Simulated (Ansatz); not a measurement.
Wanted: the native input for an Ansatz 0.2.0 run.

```
Task                                : band structure
Functional                          : PBEsol
Potentials or basis                 : Ansatz PAW
Cutoff                              : 420 eV (not typed: the program's choice for these potentials)
k mesh                              : 6 × 6 × 9
Occupations                         : fermi-dirac, width 0.05 eV
Spin                                : spin-orbit coupling, no magnetisation
Path                                : [["G", "M", "K", "G", "A", "L", "H", "A"], ["L", "M"], ["K", "H"]]
Points for each segment of the path : 14
```

Hf:

```
CELL_PARAMETERS angstrom
4.96233 0.00000 0.00000
-2.48116 4.29750 0.00000
0.00000 0.00000 3.08623
ATOMIC_POSITIONS crystal
Hf 0.00000 0.00000 0.00000
Hf 0.33333 0.66667 0.50000
Hf 0.66667 0.33333 0.50000
```

This isn't the form of Hf at room conditions, which is hcp.

One way to write it, as run:

input.yaml

```yaml
crystal:
  lattice:
    - [4.962329544, 0.0, 0.0]
    - [-2.481164772, 4.297503447, 0.0]
    - [0.0, 0.0, 3.08623225]
  atoms:
    - { symbol: Hf, position: [0.0, 0.0, 0.0] }
    - { symbol: Hf, position: [0.3333333333, 0.6666666667, 0.5] }
    - { symbol: Hf, position: [0.6666666667, 0.3333333333, 0.5] }
hamiltonian:
  xc: pbesol
  pseudopotentials: { kind: paw_fr }
magnetization:
  noncollinear: true
  spin_orbit: true
kpoints:
  mp_grid: { grid: [6, 6, 9] }
  band_path:
    path:
      - [[0.0, 0.0, 0.0], [0.5, 0.0, 0.0], [0.3333333333, 0.3333333333, 0.0], [0.0, 0.0, 0.0], [0.0, 0.0, 0.5], [0.5, 0.0, 0.5], [0.3333333333, 0.3333333333, 0.5], [0.0, 0.0, 0.5]]
      - [[0.5, 0.0, 0.5], [0.5, 0.0, 0.0]]
      - [[0.3333333333, 0.3333333333, 0.0], [0.3333333333, 0.3333333333, 0.5]]
    npoints: 14
scf:
  occupations: { method: fermi_dirac, width: 0.05 }
  n_extra_bands: 7
output:
  forces: true
  stress: true
  eigenvalues: true
  fatbands: false
  write_density: true
  write_potential: true
  elf: true
  volumetric_format: npy
```

Potentials or basis: Ansatz PAW.

Run with:

```console
$ ansatz run input.yaml --threads 2 --pin off --max-ram 5632MiB --backend cpu --events-out ev --progress --plain --runs-dir out
```

It gave:

| Quantity | Value |
| --- | --- |
| Pressure | -2.9 GPa |
| Band gap on the k mesh | none (metal or under the smearing width) |

Caveat: the PAW data sets come from PBE, with cores solved anew for the run's functional, which leaves a small shift of forces and pressure.

Wall time 2.1 min on 2 threads of Arm Neoverse V2, with other jobs on the host, peak memory 1 GiB.
